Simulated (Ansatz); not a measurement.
Input of an Ansatz 0.2.0 run:

File input:

```
crystal:
  lattice:
    - [2.78306079, 0.0, 0.0]
    - [-1.39153039, 2.41020134, 0.0]
    - [0.0, 0.0, 2.71612944]
  atoms:
    - { symbol: Ni, position: [0.0, 0.0, 0.0], spin: 1.0 }
    - { symbol: O, position: [0.6666666667, 0.3333333333, 0.5] }
hamiltonian:
  xc: b3lyp
  pseudopotentials: { kind: paw }
magnetization:
  spin_polarized: true
kpoints:
  mp_grid: { grid: [6, 6, 5] }
scf:
  occupations: { method: fermi_dirac, width: 0.05 }
output:
  forces: true
  stress: true
  eigenvalues: true
```

Task: Predict the band gap on the k mesh.

Result: 1.56 eV, indirect (least direct gap 2.20 eV).

Task: Estimate the absolute moment.

Result: 2.06 μB per cell.

Task: What does it give for the pressure?

Result: 11.1 GPa.

Task: What does it give for the site moments?

Result: Ni +1.66; O +0.32 μB.

Stress tensor (GPa, compression positive):
```
13.91  0.00  0.00
 0.00 13.91  0.00
 0.00  0.00  5.34
```

Caveat: the k mesh is coarse (spacing up to 0.46 Å⁻¹), so the values aren't converged, least of all with exact exchange; the magnetic or orbital state may not be the lowest; odd divisions of the mesh miss points on the zone boundary, where band edges often lie, so the gap on the mesh can be too wide; the pressure holds a Pulay correction of +0.9 GPa for the finite cutoff; a cell with one magnetic atom can't hold antiferromagnetic order, which such compounds often take; the PAW data sets come from PBE, with cores solved anew for the run's functional, which leaves a small shift of forces and pressure; the thresholds are loose for stress. A k mesh can miss the band edges.
